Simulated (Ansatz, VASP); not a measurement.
**One calculation of Ag, two programs**

```xyz
2
Lattice="0.0000 3.1107 3.1107 3.1107 0.0000 3.1107 3.1107 3.1107 0.0000" Properties=species:S:1:pos:R:3 pbc="T T T"
Ag    0.0000    0.0000    0.0000
Ag    1.5554    1.5554    1.5554
```

Alike in both runs: functional PBE; k mesh 12 × 12 × 12; occupations gaussian, width 0.1 eV; no spin polarisation.

Ansatz relaxed the structure, and its values are those at the end. VASP's run is a single point on that final structure, the one shown.

|  | VASP | Ansatz |
| --- | --- | --- |
| version | VASP 6.6.1 | Ansatz 0.2.0 |
| potentials or method | VASP PAW PBE potentials, release 64 (Ag) | scalar-relativistic, plane waves, PAW |
| plane-wave cutoff (eV) | 520 | 420 |
| valence electrons in the cell | 22 | 38 |

VASP gave:

```
gap on the k mesh at the Fermi level (eV) : none
pressure (GPa)                            : -0.1
```

Q: Which values does Ansatz return?

A: gap on the k mesh at the Fermi level (eV): none; pressure (GPa): 0.0.

A gap of «none» marks a metal or a gap that the smearing closes. The functional is the same, so the differences come from potentials, cutoffs and numerics. The two sets of potentials don't hold the same shells in valence.
